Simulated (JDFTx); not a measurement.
**Ni under changes of volume**

One of the cells (10.597 Å³/atom); the others are scaled copies at fixed shape and fractional positions:

```
Ni
1.0
    -1.38372    1.38372    1.38372
     1.38372   -1.38372    1.38372
     1.38372    1.38372   -1.38372
Ni
1
Direct
  0.00000 0.00000 0.00000
```

This isn't the form of Ni at room conditions, which is fcc.

```yaml
Program: JDFTx 1.7.0 (patched build)
Functional: PBEsol
Potentials_or_basis: PseudoDojo-SR-PBEsol-0.4.1-standard with smoothed tails
Cutoff: 1333 eV
Density_cutoff: 5333 eV
k_mesh: 13 × 13 × 13
Occupations: fermi-dirac, width 0.05 eV
Spin: collinear spin, ferromagnetic start
Starting_moments: "[1.0] μB"
```

```csv
volume (Å³/atom),energy over the lowest point (meV/atom),pressure (GPa),moment (μB per cell)
9.962,18.86,12.6,0.56
10.174,5.92,7.0,0.58
10.385,0.00,2.0,0.59
10.597,0.36,-2.4,0.60
10.809,6.33,-6.3,0.61
11.021,17.24,-9.8,0.62
11.233,?,?,?
```

**Question.** What does the run at 11.233 Å³/atom give?

**Answer.** Energy over the lowest point 32.49 meV/atom; pressure -12.9 GPa; moment 0.63 μB per cell.

Worked out: A Birch-Murnaghan fit of order 3 (a polynomial in V^(-2/3)) to the other rows has its minimum at 10.48 Å³/atom with B0 = V·E''(V) = 223 GPa and B' = 4.7. It gives 32.61 meV/atom at 11.233 Å³/atom, against the run's 32.49, and -dE/dV = -13.2 GPa, against -12.9. A straight line through the other rows of the moment, of slope 0.054 μB per Å³/atom, extrapolates to 0.63 μB, against the run's 0.63.

Energies are extrapolated to zero smearing.
